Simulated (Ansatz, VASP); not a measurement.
# TiTe2 (1T-TiTe2, 1 layer) in two plane-wave programs

One calculation is typed for both programs; each brings its own data sets. How far apart do they land? The structure shown is the start of the Ansatz relaxation below; VASP solves that cell, so the two are compared at the walk's first step.

Program: Ansatz 0.2.0. Level of theory: plane waves, with VASP 6.6.1 beside it; single point at PBE and single point at PBE with D3(BJ). Results are calculated unless marked as measured.

## 1. The starting structure

The cell holds 3 atoms: 2 Te and 1 Ti. Its edges and angles: a = 3.750 Å, b = 3.750 Å, c = 20.676 Å, α = 90.0°, β = 90.0°, γ = 120.0°. Vacuum lies along c.

## 2. Ansatz: relaxation, PBE

Ansatz runs on its default PAW (the set named soft_2) files.

The two programs are compared at the cell with which this relaxation starts, whose forces are those of its first step.

input.yaml reads:

```yaml
crystal:
  lattice:
    - [3.75, 0.0, 0.0]
    - [-1.875, 3.2475952642, 0.0]
    - [0.0, 0.0, 20.6759216531]
  atoms:
    - { symbol: Te, position: [0.6666666667, 0.3333333333, 0.4111062202] }
    - { symbol: Ti, position: [0.0, 0.0, 0.5] }
    - { symbol: Te, position: [0.3333333333, 0.6666666667, 0.5888937798] }
kpoints:
  mp_grid: { grid: [12, 12, 1] }
hamiltonian:
  xc: pbe
scf:
  occupations: { method: fermi_dirac, width: 0.05 }
  convergence: { dr2_threshold: 1.0e-08 }
efield:
  axis: 3
  dipole_correction: true
  ramp_position: 0.97
  ramp_width: 0.04
relax:
  f_tol: 0.01
  cell: { fix: [c, alpha, beta] }
output:
  write_potential: true
  write_density: true
  volumetric_format: npy
```

Launch:

```sh
> ansatz run input.yaml --threads 4 --pin off --max-ram 16384MiB --backend cpu --events-out ev --progress --plain --runs-dir out
```

Numbers of over 12 decimals in the logs are rounded to 6 here.

The program printed:

```text
Warning: relax.cell: scf.convergence.dr2_threshold = 1e-8 eV is looser than the 3e-10 eV advised for a relaxation that steers and ends on the stress (1e-10 eV for each atom of the cell: 3). What an SCF threshold leaves in a stress goes as its square root, and in the free energy as the threshold itself, and one threshold admits the most on a small cell: [figures from the program's tests cut] Set scf.convergence.dr2_threshold to 3e-10 eV or tighter. The threshold is an SCF's pass mark: one that does not reach it within its budget of iterations ends unconverged, or closes short of it on a stop that the run arms, and scf.convergence.dr2_threshold's page says what that costs each kind of run
Engine: ansatz 0.2.0, aarch64-unknown-linux-gnu
Pseudopotentials: kind: paw
Pseudopotential: Te, paw, valence charge 16, recommended cutoff 420 eV (normal), Te.paw.azcp
Pseudopotential: Ti, paw, valence charge 12, recommended cutoff 420 eV (normal), Ti.paw.azcp
Functional definition: PBE
  parameter kappa = 0.804
  parameter beta = 0.066725
  exchange = pbe_x(kappa = kappa, mu = beta*pi^2/3)
  correlation = pbe_c(beta = beta)
Crystal: 3 atoms, lattice volume = 251.801 Å³
Basis set: ecut = 420 eV, 4929 PW (Γ), exchange–correlation on 54×54×288 points (8 copies of the dense FFT grid, shifted against one another)
Bands: 27, of which v1, the nominal top of the filled ones, is band 22 counted from 1 (21 counted from 0)
Symmetry: 6 space group operations
k-points: 19 of 144 (time reversal used)
Non-local potential: Te, projectors of the file, l = 0: 2, l = 1: 2, l = 2: 2, l = 3: 2
Non-local potential: Ti, projectors of the file, l = 0: 3, l = 1: 2, l = 2: 3, l = 3: 1
PAW form: soft (Blöchl's): semilocal exchange-correlation on the pseudo side does not see the compensation charge
PAW one-centre angular grid: Te, 590 points (default); XC on 64 Gauss nodes
PAW one-centre angular grid: Ti, 590 points (default); XC on 64 Gauss nodes
Initial density: superposition of atomic densities (neutral atoms: chi_scale 0, normalization atom), corrected by the library's trained network
Initial wavefunctions: pseudopotential atomic-orbital guess
Functional: x = pbe(κ = 0.804, μ = 0.219515), c = pbe(β = 0.066725)
SCF iter   1: F=—  HF=-16461.593025 eV  |F-HF|=—  |Δ(HF+E_count)|=         —  Δρ=2.05e-3  dr2=2.78e-2  ethr=1.77e-3  p=0.000 e·Å  D=1.03e-5 V/Å  ΔV_dip=-0.00 eV  dr2_dipole=1.44e-8  V_vac-E_F(+/−)=4.75/4.75 eV  ⟨swp⟩=8.7  Hψ=2588  notcnv=0
efield: sawtooth ramp at fractional position 0.9700 (set: `efield.ramp_position`, or a place that a band, a saddle search or an elastic batch's reference lends), width 0.0400; the density the first Hamiltonian is built on has a dipole p = 0.000 e·Å; the dipole correction subtracts the counter field D = 1.03e-5 V/Å, which shifts the + side's vacuum level by -0.00 eV against the − side's; the planar-averaged density in the ramp window peaks in size at 8.7e-6 e/Å³
preconditioner: auto → LDOS  [metal: Δε(μ)=0.027 eV  Ē_g=5.981 eV  σ=0.050 eV  W_gap=0.13  n_scr=42 (ndim 8)  ℏωp=9.4 eV  f_vac=0.637  D(μ)=1.48/eV (n_scr^D=6)  β→1.0]
SCF iter   2: F=—  HF=-16461.598176 eV  |F-HF|=—  |Δ(HF+E_count)|=   5.15e-3  Δρ=2.52e-3  dr2=5.68e-2  ethr=6.33e-5  p=-0.000 e·Å  D=-4.01e-5 V/Å  ΔV_dip=0.00 eV  dr2_dipole=5.88e-8  V_vac-E_F(+/−)=4.89/4.89 eV  ⟨swp⟩=3.2  Hψ=1219  notcnv=0
SCF iter   3: F=—  HF=-16461.593174 eV  |F-HF|=—  |Δ(HF+E_count)|=   5.00e-3  Δρ=3.24e-4  dr2=8.68e-4  ethr=6.33e-5  p=-0.000 e·Å  D=-7.14e-6 V/Å  ΔV_dip=0.00 eV  dr2_dipole=6.49e-9  V_vac-E_F(+/−)=4.76/4.76 eV  ⟨swp⟩=2.0  Hψ=722  notcnv=0
SCF iter   4: F=—  HF=-16461.593095 eV  |F-HF|=—  |Δ(HF+E_count)|=   7.94e-5  Δρ=1.45e-4  dr2=8.62e-5  ethr=1.97e-6  p=0.000 e·Å  D=6.53e-6 V/Å  ΔV_dip=-0.00 eV  dr2_dipole=1.15e-9  V_vac-E_F(+/−)=4.79/4.79 eV  ⟨swp⟩=2.0  Hψ=834  notcnv=0
SCF iter   5: F=—  HF=-16461.593058 eV  |F-HF|=—  |Δ(HF+E_count)|=   3.65e-5  Δρ=3.21e-5  dr2=5.34e-6  ethr=1.96e-7  p=0.000 e·Å  D=1.09e-6 V/Å  ΔV_dip=-0.00 eV  dr2_dipole=6.89e-12  V_vac-E_F(+/−)=4.78/4.78 eV  ⟨swp⟩=2.0  Hψ=912  notcnv=0
SCF iter   6: F=—  HF=-16461.593094 eV  |F-HF|=—  |Δ(HF+E_count)|=   3.59e-5  Δρ=9.50e-6  dr2=1.72e-7  ethr=1.21e-8  p=0.000 e·Å  D=1.75e-6 V/Å  ΔV_dip=-0.00 eV  dr2_dipole=5.67e-12  V_vac-E_F(+/−)=4.78/4.78 eV  ⟨swp⟩=2.3  Hψ=929  notcnv=0
SCF iter   7: F=-16461.593095 eV  HF=-16461.593095 eV  |F-HF|=8.98e-8  |Δ(HF+E_count)|=   4.92e-7  Δρ=2.58e-6  dr2=9.92e-9  ethr=2.27e-11  p=0.000 e·Å  D=1.23e-6 V/Å  ΔV_dip=-0.00 eV  dr2_dipole=8.81e-12  V_vac-E_F(+/−)=4.78/4.78 eV  ⟨swp⟩=7.1  Hψ=3622  notcnv=0
SCF 1 converged in 7 iterations: F = -16461.593095 eV  dr2 = 9.92e-9
[...]
SCF 4 converged in 6 iterations: F = -16461.663414 eV  dr2 = 8.95e-9
relax step   4: F+E_penalty+E_count = -16461.66341405 eV  Δ(F+E_penalty+E_count) = -4.706e-4 eV  max|allowed force component| = 4.666e-3 eV/Å  Δτ_max = 0.0059 Å  P = -0.001 GPa  Ω = 252.466 Å³  energy of the carried Pulay correction = -2.959e-5 eV  fix = [c, alpha, beta]  reactions: c +0.010 GPa  (6 SCF iters, accepted)
Initial wavefunctions: pseudopotential atomic-orbital guess (no wavefunctions were taken with the density)
iter 1 solved again at ethr=8.23e-7 eV; its pass at ethr=3.10e-3 eV (dr2=3.62e-4 eV) is discarded
SCF iter   1: F=—  HF=-16461.662612 eV  |F-HF|=—  |Δ(HF+E_count)|=         —  Δρ=4.77e-5  dr2=1.32e-7  ethr=8.23e-7  p=0.000 e·Å  D=1.64e-6 V/Å  ΔV_dip=-0.00 eV  dr2_dipole=9.87e-12  V_vac-E_F(+/−)=4.86/4.86 eV  ⟨swp⟩=3.3  Hψ=3838  notcnv=0
efield: sawtooth ramp at fractional position 0.9700 (set: `efield.ramp_position`, or a place that a band, a saddle search or an elastic batch's reference lends), width 0.0400; the density the first Hamiltonian is built on has a dipole p = 0.000 e·Å; the dipole correction subtracts the counter field D = 1.64e-6 V/Å, which shifts the + side's vacuum level by -0.00 eV against the − side's; the planar-averaged density in the ramp window peaks in size at 5.4e-6 e/Å³
eigensolver tolerance schedule: the retry pair's looser diagonalisation over-reported the residual by 2735.16 of it (diagonalisation noise at 2.66 of the residual, at the tolerance the schedule requests for it); recorded, not acted on — ethr = c·dr2/N_el stays at c = 1.0e-1
preconditioner: auto → LDOS  [metal: Δε(μ)=0.046 eV  Ē_g=6.108 eV  σ=0.050 eV  W_gap=0.23  n_scr=42 (ndim 8)  ℏωp=9.3 eV  f_vac=0.647  D(μ)=1.29/eV (n_scr^D=6)  β→1.0]
SCF iter   2: F=—  HF=-16461.663446 eV  |F-HF|=—  |Δ(HF+E_count)|=   8.34e-4  Δρ=2.21e-6  dr2=2.95e-8  ethr=3.01e-10  p=0.000 e·Å  D=2.41e-6 V/Å  ΔV_dip=-0.00 eV  dr2_dipole=2.70e-11  V_vac-E_F(+/−)=4.86/4.86 eV  ⟨swp⟩=3.4  Hψ=1112  notcnv=0
SCF iter   3: F=—  HF=-16461.663445 eV  |F-HF|=—  |Δ(HF+E_count)|=   1.22e-6  Δρ=1.81e-6  dr2=2.99e-8  ethr=2.27e-11  p=0.000 e·Å  D=1.29e-6 V/Å  ΔV_dip=-0.00 eV  dr2_dipole=3.38e-11  V_vac-E_F(+/−)=4.86/4.86 eV  ⟨swp⟩=12.8  Hψ=3733  notcnv=0
SCF iter   4: F=-16461.663446 eV  HF=-16461.663446 eV  |F-HF|=5.71e-8  |Δ(HF+E_count)|=   1.16e-6  Δρ=7.86e-7  dr2=3.34e-9  ethr=2.27e-11  p=0.000 e·Å  D=1.82e-6 V/Å  ΔV_dip=-0.00 eV  dr2_dipole=3.87e-12  V_vac-E_F(+/−)=4.86/4.86 eV  ⟨swp⟩=7.3  Hψ=2986  notcnv=0
SCF 5 converged in 4 iterations: F = -16461.663446 eV  dr2 = 3.34e-9
relax step   5: F+E_penalty+E_count = -16461.66344594 eV  Δ(F+E_penalty+E_count) = -3.189e-5 eV  max|allowed force component| = 4.653e-3 eV/Å  Δτ_max = 0.0000 Å  P = -0.001 GPa  Ω = 252.466 Å³  fix = [c, alpha, beta]  reactions: c +0.010 GPa  stress off target by 6.46e-3 GPa on what of the cell is left free  SCF on the basis re-selected at this cell (its energy is not comparable with the rows above)  (4 SCF iters)
basis re-selected at this cell: Δ(F+E_penalty+E_count) = -3.189e-5 eV, ΔP = +0.000 GPa vs the last step (what re-selecting the basis moved, of the pressure what is left beyond the Pulay correction that the steps carried, after the strain that the cell walked since its last selection, with what the two solves' SCF thresholds leave and, on support functions, any second-order correction that the steps lacked; it is no m [...]
WARN: The input density's exchange-correlation potential varies sharply where the density is thin. Do not read a vacuum level from v_tot or v_xc, or from such a field of the output density. On a cell that repeats whose density bears no net charge and no dipole along the vacuum's axis use v_es (v_loc + v_h of the components); under efield.dipole_correction with no amplitude use v_es + v_field, which holds any external [...]
SCF converged after 4 iterations
Free energy (F): -16461.663446 eV
Harris-Foulkes:  -16461.663446 eV  (|F-HF|=5.71e-8)
Internal energy: -16461.652934 eV  (E = F + TS)
E sigma→0 (E₀):  -16461.658190 eV
Entropy (-TS):   -0.010512 eV (-3.504 meV/atom)
Fermi energy:    -0.069146 eV
Dipole field:    D = 0.000004 V/Å  (p = 0.000006 e·Å, saw-weighted, corrected)
Work function:   Φ+ = 4.8584 eV   Φ− = 4.8584 eV
Levels:          The Fermi level and band energies are counted from a zero that moves with the ramp; work functions are not
--- Per-component energies (eV) ---
  E_band       = -1117.916527
  E_kinetic    = 632.090601
  E_local      = -30131.861298  (includes V_loc(G=0)·N_el)
  E_nonlocal   = -612.125419
  E_hartree    = 15127.481109
  E_xc         = -345.925803
  E_vxc        = -330.019158  (∫ρ·V_xc dr)
  E_paw        = -10372.421424  (= ΣΔE_a)
  E_vpaw       = -930.959020  (= ΣTr[D̂ρ^β])
  E_aug_tail   = -0.000211  (compensation charges beyond the density's cutoff)
  E_efield     = 0.000000  (sawtooth field / dipole correction)
  E_vefield    = -0.000038  (∫n·V_field dr)
  E_ewald      = 9241.109510
  E_smearing   = -0.010512  (= −TS)
  E_closure    = 0.000000  (closes the sum)
  Σ components = -16461.663446   (vs F -16461.663446, Δ=0.00e0)
--- Forces (eV/Å), atoms counted from 1 ---
  atom   1  Te     0.00000000     0.00000000    -0.00465349
  atom   2  Ti     0.00000000    -0.00000000     0.00000080
  atom   3  Te    -0.00000000    -0.00000000     0.00465238
  max |Σ_I F_I| component: 3.05e-7 eV/Å
--- Stress (GPa, compression-positive) ---
       -0.006465      -0.000000      -0.000000
       -0.000000      -0.006465      -0.000000
       -0.000000      -0.000000       0.010236
  P = ⅓ Tr σ = -0.0009 GPa (-0.009 kbar)
--- Band table (eV; the first three rows and the last of 19) ---
  k-point 0: bands = [... 18 lower, -1.5220, -1.4823, 0.3707, 0.3707, 0.4489, 1.0829, 1.0829, 3.3014, ... 1 higher]
  k-point 1: bands = [... 18 lower, -1.5117, -1.1424, -0.0987, 0.1437, 0.3980, 1.1005, 1.2356, 2.8504, ... 1 higher]
  k-point 2: bands = [... 18 lower, -1.4994, -1.2458, -0.9385, -0.2280, 0.3020, 1.1740, 1.3847, 2.2529, ... 1 higher]
  k-point 18: bands = [... 18 lower, -3.6630, -2.7519, -1.9902, -1.9902, 1.0075, 1.1546, 1.1546, 2.3658, ... 1 higher]
--- Relaxed structure (4 steps of the walk, 3 accepted, 1 SCFs on fresh bases) ---
  F+E_penalty+E_count = -16461.66344594 eV   max|allowed force component| = 4.653e-3 eV/Å   (the final SCF, on the basis selected at the relaxed cell)
  cell:  # Å, volume = 252.4655 Å³
    - [3.754942, 0.0, 0]
    - [-1.877471, 3.251876, 0]
    - [0, 0, 20.6759216531]
  atoms:
    - { symbol: Te, position: [0.666667, 0.333333, 0.415774] }
    - { symbol: Ti, position: [0, 0, 0.500000] }
    - { symbol: Te, position: [0.333333, 0.666667, 0.584226] }
```

## 3. VASP: single point, PBE, start cell

The same cell, functional, mesh and smearing now go to VASP, with its own data sets.

Lines of VASP's logs that name or quote its potential files are left out, and so is its time.

INCAR reads:

```
SYSTEM = TiTe2
PREC = Accurate
ENCUT = 400
EDIFF = 1E-06
NELM = 120
ISMEAR = -1
SIGMA = 0.05
LREAL = .FALSE.
ALGO = Normal
GGA = PE
NBANDS = 18
LASPH = .TRUE.
LORBIT = 11
LWAVE = .FALSE.
LCHARG = .FALSE.
ISIF = 2
LDIPOL = .TRUE.
IDIPOL = 3
DIPOL = 0.5 0.5 0.5
LVHAR = .TRUE.
GGA_COMPAT = .FALSE.
NELMDL = -8
KPAR = 2
```

POSCAR reads:

```
TiTe2
1.0
    3.7500000000      0.0000000000      0.0000000000
   -1.8750000000      3.2475950000      0.0000000000
    0.0000000000      0.0000000000     20.6759220000
Te Ti
2 1
Direct
    0.6666667180      0.3333334360      0.4111062133
    0.3333334360      0.6666668719      0.5888937867
    0.0000000000      0.0000000000      0.5000000000
```

KPOINTS reads:

```
Automatic mesh
0
Gamma
12 12 1
0 0 0
```

Potentials, in the order of the species: Te and Ti_sv (PBE family, release 64).

Launch:

```sh
> mpirun -np 2 vasp_std
```

The program printed:

```text
[banner, memory and clock lines left out]
running    2 mpi-ranks, on    1 nodes
 distrk:  each k-point on    1 cores,    2 groups
 distr:  one band on    1 cores,    1 groups

 POSCAR found type information on POSCAR TeTi
 POSCAR found :  2 types and       3 ions
 LDA part: xc-table for (Slater+PW92), standard interpolation
 POSCAR, INCAR and KPOINTS ok, starting setup
 FFT: planning ... GRIDC
 FFT: planning ... GRID_SOFT
 FFT: planning ... GRID
 WAVECAR not read
 entering main loop
       N       E                     dE             d eps       ncg     rms          rms(c)
DAV:   1     0.134732089780E+03    0.13473E+03   -0.95939E+03   836   0.852E+02
DAV:   2    -0.113570131665E+01   -0.13587E+03   -0.13335E+03   924   0.222E+02
DAV:   3    -0.175063605507E+02   -0.16371E+02   -0.16283E+02  1200   0.677E+01
DAV:   4    -0.185451156400E+02   -0.10388E+01   -0.10346E+01   938   0.159E+01
DAV:   5    -0.186471698721E+02   -0.10205E+00   -0.10202E+00  1076   0.387E+00
DAV:   6    -0.186480359544E+02   -0.86608E-03   -0.86598E-03   994   0.461E-01
DAV:   7    -0.186480667672E+02   -0.30813E-04   -0.30812E-04  1020   0.724E-02
DAV:   8    -0.186480670050E+02   -0.23777E-06   -0.23774E-06   986   0.738E-03    0.119E+01
DAV:   9    -0.193156749639E+02   -0.66761E+00   -0.48590E+01   796   0.403E+01    0.182E+01
DAV:  10    -0.166104577719E+02    0.27052E+01   -0.52244E+01   862   0.397E+01    0.646E+00
DAV:  11    -0.162317946409E+02    0.37866E+00   -0.15442E+00   760   0.794E+00    0.288E+00
DAV:  12    -0.161474842092E+02    0.84310E-01   -0.12099E+00   864   0.693E+00    0.175E+00
DAV:  13    -0.161428944118E+02    0.45898E-02   -0.52957E-01   836   0.511E+00    0.126E+00
DAV:  14    -0.161227336036E+02    0.20161E-01   -0.16091E-01   780   0.278E+00    0.390E-01
[...]
DAV:  21    -0.161219844474E+02   -0.56076E-04   -0.32008E-05   886   0.375E-02    0.652E-03
DAV:  22    -0.161219986933E+02   -0.14246E-04   -0.17598E-06   714   0.749E-03    0.441E-03
DAV:  23    -0.161220072625E+02   -0.85691E-05   -0.34721E-07   582   0.364E-03    0.248E-03
DAV:  24    -0.161220126568E+02   -0.53944E-05   -0.76731E-07   692   0.275E-03    0.321E-03
DAV:  25    -0.161220155207E+02   -0.28639E-05   -0.18063E-07   638   0.190E-03    0.211E-03
DAV:  26    -0.161220205585E+02   -0.50378E-05   -0.35826E-07   542   0.335E-03    0.127E-03
DAV:  27    -0.161220223533E+02   -0.17948E-05   -0.82457E-08   552   0.108E-03    0.100E-03
DAV:  28    -0.161220230612E+02   -0.70788E-06   -0.24445E-08   482   0.559E-04
   1 F= -.16122023E+02 E0= -.16115914E+02  d E =-.122172E-01
```

From OUTCAR (step 3):

```text
ion  position               nearest neighbor table
   1  0.667  0.333  0.411-   3 2.84   3 2.84   3 2.84
   2  0.333  0.667  0.589-   3 2.84   3 2.84   3 2.84
   3  0.000  0.000  0.500-   1 2.84   2 2.84   2 2.84   1 2.84   1 2.84   2 2.84

  LATTYP: Found a hexagonal cell.
 ALAT       =     3.7500000000
 C/A-ratio  =     5.5135792000

 Subroutine GETGRP returns: Found 12 space group operations
 (whereof 12 operations were pure point group operations)

The static configuration has the point symmetry D_3d.

 Found     19 irreducible k-points:

   k-points           NKPTS =     19   k-points in BZ     NKDIM =     19   number of bands    NBANDS=     18

   dimension x,y,z NGX =    24 NGY =   24 NGZ =  140
   dimension x,y,z NGXF=    48 NGYF=   48 NGZF=  280

   ENCUT  =  400.0 eV  29.40 Ry    5.42 a.u.   6.12  6.12 33.72*2*pi/ulx,y,z

   NELECT =      24.0000    total number of electrons

 k-points in reciprocal lattice and weights: Automatic mesh
   0.00000000  0.00000000  0.00000000       0.007
   0.08333333  0.00000000  0.00000000       0.042
   0.16666667  0.00000000  0.00000000       0.042
   0.25000000  0.00000000  0.00000000       0.042
   0.33333333 -0.00000000  0.00000000       0.042
   0.41666667  0.00000000  0.00000000       0.042
   0.50000000  0.00000000  0.00000000       0.021
   0.08333333  0.08333333  0.00000000       0.042
   0.16666667  0.08333333  0.00000000       0.083
[...]
0.33333333  0.25000000  0.00000000       0.083
   0.33333333  0.33333333  0.00000000       0.014

 dipolmoment           0.000000      0.000000     -0.000000 electrons x Angstroem

 average (electrostatic) potential at core
       1 -95.1644       2 -95.1644       3 -82.7681

 E-fermi :  -1.0918

 k-point     1 :       0.0000    0.0000    0.0000
  band No.  band energies     occupation
    ...
      6     -12.3106      2.00000
      7      -5.2747      2.00000
      8      -2.7365      2.00000
      9      -2.2836      2.00000
     10      -2.2836      2.00000
     11      -0.7198      0.00117
     12      -0.6193      0.00016
     13      -0.6193      0.00016
     14       0.1096      0.00000
     15       0.1096      0.00000
    ...

 k-point     2 :       0.0833    0.0000    0.0000
  band No.  band energies     occupation
    ...
      7      -5.1875      2.00000
      8      -2.9457      2.00000
      9      -2.2773      2.00000
     10      -2.1923      2.00000
     11      -1.0802      0.88439
     12      -0.8162      0.00804
     13      -0.6999      0.00079
     14       0.0331      0.00000
     15       0.2260      0.00000
     16       1.5952      0.00000
    ...

 k-point     3 :       0.1667    0.0000    0.0000
  band No.  band energies     occupation
    ...
      8      -3.3694      2.00000
      9      -2.2799      2.00000
     10      -2.2611      2.00000
     11      -2.0567      2.00000
     12      -1.1513      1.53325
     13      -0.7771      0.00368
     14       0.0413      0.00000
     15       0.3310      0.00000
     16       1.0243      0.00000
     17       1.7583      0.00000
    ...

  Total       -1.1832265     -1.1832263     -2.7112506      0.0000000      0.0000000      0.0000000
  in kB       -7.5287078     -7.5287065    -17.2513161      0.0000000      0.0000000      0.0000000
  external PRESSURE =     -10.7695768 kB  Pullay stress =       0.0000000 kB

  energy-cutoff  :      400.00
  volume of cell :      251.80
      direct lattice vectors                 reciprocal lattice vectors
     3.750000000  0.000000000  0.000000000     0.266666667  0.153960084  0.000000000
    -1.875000000  3.247595000  0.000000000     0.000000000  0.307920169  0.000000000
     0.000000000  0.000000000 20.675922000     0.000000000  0.000000000  0.048365437

 POSITION                                       TOTAL-FORCE (eV/Angst)
 -----------------------------------------------------------------------------------
      1.87500      1.08253      8.50000        -0.000000      0.000000      0.716709
      0.00000      2.16506     12.17592         0.000000      0.000000     -0.716709
      0.00000      0.00000     10.33796         0.000000      0.000000      0.000000
 -----------------------------------------------------------------------------------
    total drift:                               -0.000000     -0.000281     -0.000000

  FREE ENERGIE OF THE ION-ELECTRON SYSTEM (eV)
  ---------------------------------------------------
  free  energy   TOTEN  =       -16.1220230612 eV

  energy  without entropy=      -16.1098058312  energy(sigma->0) =      -16.11591445

 vacuum level on the upper side and lower side of the slab         3.698         3.698

 total charge
# of ion       s       p       d       tot
------------------------------------------
    1        1.386   1.969   0.031   3.386
    2        1.386   1.969   0.031   3.386
    3        2.157   6.103   1.819  10.079
--------------------------------------------------
tot          4.929  10.041   1.881  16.850

[... 3 further parts left out ...]
```

This run has no spin polarisation, so a moment on Ti, if there is one, isn't seen.

(Part 1 of 2 ends here.)

[Lines on the potential files, build, host, timing and source positions are cut from VASP's logs without a mark.]

[Logs are printed without paths, hosts, clocks, repeated set-up lines and the standing remarks that a program may print on its own settings, such as how far it seeks lower states.]

[Hosts, paths, dates, database ids (printed as entryN), source tags and the programs' standing remarks are cut or masked in the printed files.]
